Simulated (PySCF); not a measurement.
Compound: oxalic acid, C2H2O4.
SMILES: `O=C(O)C(=O)O`

Theory: MP2 and CCSD/aug-cc-pVDZ in PySCF, restricted Hartree–Fock reference, frozen core, non-relativistic, gas phase, PBE0-D3(BJ)/def2-SVP geometry.

E(HF) = -376.43430 Eh.

Q: How large is the problem?

A: 156 basis functions and 46 electrons; 6 orbitals frozen, which leaves o = 17 correlated occupied and v = 133 virtual orbitals. That is o·v = 2261 singles and o·v(o·v + 1)/2 = 2557191 distinct closed-shell doubles amplitudes before symmetry; the costliest CCSD step grows as o²v⁴ = 9.0 × 10^10.

Q: What are the MP2 and CCSD correlation energies?

A: MP2 -1.0382 Eh and CCSD -1.0476 Eh, which gives totals of -377.47255 and -377.48195 Eh. That is 0.838 eV for each correlated electron at CCSD (2751 kJ/mol in all, 0.278 % of the total energy); MP2 gives 99.1 % of the CCSD value.

Q: What is the T1 diagnostic?

A: 0.0176, below the customary warning level of 0.02. It is the norm of the spatial-orbital singles amplitudes over the root of the number of correlated electrons, so the norm is 0.103.

No triples correction and no basis-set extrapolation were made.

The values belong to the conformer `[O:1]=[C:2]([OH:3])[C:4](=[O:5])[OH:6]`: O1–C2–C4–O5 178°, H–O3–C2–O1 0°, H–O6–C4–C2 180°.
